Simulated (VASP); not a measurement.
Input of a VASP 6.6.1 run:

File POSCAR:

```
HCl
1.0
    8.4901850000      0.0000000000      0.0000000000
    0.0000000000      8.4901850000      0.0000000000
    0.0000000000      0.0000000000      8.4901850000
Cl H
12 12
Direct
    0.5844232855      0.5941154071      0.9540414159
    0.0515444583      0.1862925097      0.4045961526
    0.0093155445      0.6042914875      0.6003634329
    0.6124372520      0.1229694106      0.3143987999
    0.1594660320      0.4857390536      1.0137281867
    0.6296002868      0.5945847347      0.4091414653
    0.2971923897      0.8398780063      0.2112716004
    0.1634562382      0.9703841815      0.7711378094
    0.8215002998      0.2432695574      0.8765485404
    0.8832000040      0.8471247207      0.1263453441
    0.3996424334      0.3382940293      0.6542917891
    0.5929678772      0.9337222102      0.6786359207
    0.6612054109      0.4651003706      0.9264667372
    0.0434097059      0.2866003578      0.2921213214
    0.0431724366      0.7432054497      0.6530805832
    0.7157302003      0.0270323732      0.2553092609
    0.2721370916      0.4569521023      0.9156421164
    0.7577601480      0.6124982693      0.4898589294
    0.2578959524      0.7101206367      0.1413876951
    0.3070028561      0.9442475643      0.7279562271
    0.7232287059      0.1418780130      0.8193625022
    1.0210477488      0.8998529081      0.1651911382
    0.4860647798      0.4425227673      0.5832419392
    0.5932954623      1.0084475791      0.5437047923
```

File INCAR.step1:

```
SYSTEM = HCl
ALGO = Normal ; EDIFF = 1E-4
ENCUT = 520 ; GGA = PE
ISMEAR = -1 ; LASPH = .True.
LCHARG = .False. ; LREAL = Auto
LWAVE = .True. ; NBANDS = 66
NELM = 80 ; PREC = Accurate
SIGMA = 0.05
```

INCAR.step2

```
SYSTEM = HCl
ALGO = Normal ; EDIFF = 1E-6
ENCUT = 520 ; ISIF = 2
ISMEAR = -1 ; ISTART = 1
LASPH = .True. ; LCHARG = .False.
LMIXTAU = .True. ; LREAL = Auto
LWAVE = .False. ; METAGGA = R2SCAN
NBANDS = 66 ; NELM = 80
PREC = Accurate ; SIGMA = 0.05
```

The input KPOINTS:

```
k-points
0
Gamma
  1 1 1
  0 0 0
```

Potentials or basis: VASP PAW PBE potentials, release 64 (Cl, H).

Command:

```bash
$ cat potpaw_PBE.64/Cl/POTCAR potpaw_PBE.64/H/POTCAR > POTCAR
$ cp INCAR.step1 INCAR
$ mpirun -np 1 vasp_gam > vasp.out
$ cp INCAR.step2 INCAR
$ mpirun -np 1 vasp_gam > vasp.out
```

Question: What does it give for the band gap on the k mesh?

Answer: 6.20 eV, direct.

Question: Predict the largest force.

Answer: 0.155 eV/Å.

Forces on the atoms (eV/Å):
```
Cl   0.057 -0.105 -0.015
Cl  -0.004  0.075 -0.073
Cl   0.013  0.079  0.025
Cl   0.051 -0.038 -0.067
Cl   0.053 -0.030 -0.059
Cl   0.074 -0.001  0.043
Cl  -0.023 -0.099 -0.045
Cl   0.099 -0.009 -0.026
Cl  -0.041 -0.047 -0.039
Cl   0.114  0.061  0.038
Cl   0.046  0.041 -0.029
Cl  -0.011  0.039 -0.061
H   -0.079  0.133  0.006
H    0.010 -0.076  0.040
H   -0.014 -0.080 -0.023
H   -0.045  0.042  0.027
H   -0.064  0.015  0.064
H   -0.061 -0.011 -0.025
H    0.051  0.078  0.045
H   -0.083  0.017  0.019
H    0.033  0.064  0.017
H   -0.136 -0.041 -0.019
H   -0.048 -0.058  0.058
H    0.007 -0.049  0.099
```

Caveat: the PAW data sets were made with another functional, which shifts forces and pressure a little. r2SCAN opens gaps a little over a GGA but as a rule still falls short of measured ones.
